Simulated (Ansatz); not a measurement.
The calculation used DFT PBE, scalar-relativistic, plane waves, PAW (Ansatz 0.2.0). All cells share a 420 eV cutoff and Γ-centred k meshes spaced at most about 0.3 Å⁻¹ (about 0.25 or finer for metals, 2π included). No spin polarisation in the final relaxations.

These are static total energies at zero pressure. All come from trial cells, and lower structures may exist.

Question: These unrelaxed guesses for SiGe3 are each relaxed within their symmetry. Order them by the energy at which they end, lowest first.
A.

```xyz
4
Lattice="2.9631 0.0000 0.0000 -1.4816 2.5661 0.0000 0.0000 0.0000 9.6069" Properties=species:S:1:pos:R:3 pbc="T T T"
Si    0.0000    1.7108    0.0000
Ge    1.4816    0.8554    2.4017
Ge    1.4816    0.8554    7.2052
Ge    0.0000    1.7108    4.8035
```

B.

```xyz
4
Lattice="2.8213 0.0000 0.0000 -1.4106 2.4433 0.0000 0.0000 0.0000 10.5973" Properties=species:S:1:pos:R:3 pbc="T T T"
Si    0.0000    0.0000    0.0000
Ge    0.0000    0.0000    2.6493
Ge    0.0000    0.0000    5.2987
Ge    0.0000    0.0000    7.9480
```

C.

```xyz
4
Lattice="2.9559 -4.1803 0.0000 2.9559 4.1803 0.0000 0.0000 0.0000 2.9559" Properties=species:S:1:pos:R:3 pbc="T T T"
Si    0.0000    0.0000    0.0000
Ge    2.9559    0.0000    0.0000
Ge    1.4780    2.0901    1.4780
Ge    1.4780   -2.0901    1.4780
```

Answer: B (ends in P6/mmm, 0 meV/atom), A (ends in P-6m2, 119 meV/atom), C (ends in Cmmm, 136 meV/atom). Even the lowest end lies +0.30 eV/atom against the elements.

Cells relaxed within their symmetry can be saddle points. Some structure types and database cells were kept out of the candidates from the start, so a known form may be missing.
